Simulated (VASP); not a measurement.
# Ge: single point with PBE

The system is Ge.

```
CELL_PARAMETERS angstrom
0.00000 2.88574 5.11566
2.63050 0.00000 5.11566
2.63050 2.88574 0.00000
ATOMIC_POSITIONS crystal
Ge 0.72649 0.27351 0.72649
Ge 0.27351 0.72649 0.27351
Ge 0.21813 0.21813 0.78187
Ge 0.78187 0.78187 0.21813
```

This isn't the form of Ge at room conditions, which is diamond.

```
Program                : VASP 6.6.1
Task                   : single point
Functional             : PBE
Potentials or basis    : VASP PAW PBE potentials, release 64 (Ge_d_GW)
Cutoff                 : 450 eV
k mesh                 : 3 × 3 × 3
Occupations            : gaussian, width 0.02 eV
Spin                   : no spin polarisation
Further INCAR settings : ALGO = Fast; EDIFF = 1e-07
```

The pressure is 0.5 GPa and the largest force is 0.269 eV/Å. The band gap on the k mesh is none (metal or under the smearing width).

Forces in eV/Å, atoms in the order of the input:
```
Ge   0.000  0.180  0.000
Ge   0.000 -0.180  0.000
Ge   0.000  0.000  0.269
Ge   0.000  0.000 -0.269
```

Stress tensor (GPa, compression positive):
```
 7.59  0.00  0.00
 0.00 -3.23  0.00
 0.00  0.00 -2.78
```

Levels at points of the mesh, in eV from the Fermi level:
```tsv
k point	band 26	band 27	band 28	band 29	band 30	band 31
(0.00, 0.00, 0.00)	-2.71	-2.38	-2.16	-1.94	2.58	3.39
```

It took 29 s on 1 thread of Intel(R) Xeon(R) Platinum 8488C (Sapphire Rapids), on a shared host, peak memory 0.19 GiB.

Caveat: the k mesh is coarse (spacing up to 0.58 Å⁻¹), so the values aren't converged; the cutoff is under 1.25 times the usual one of these potentials, so pressure, stress and relaxed cells hold a basis-set (Pulay) error.
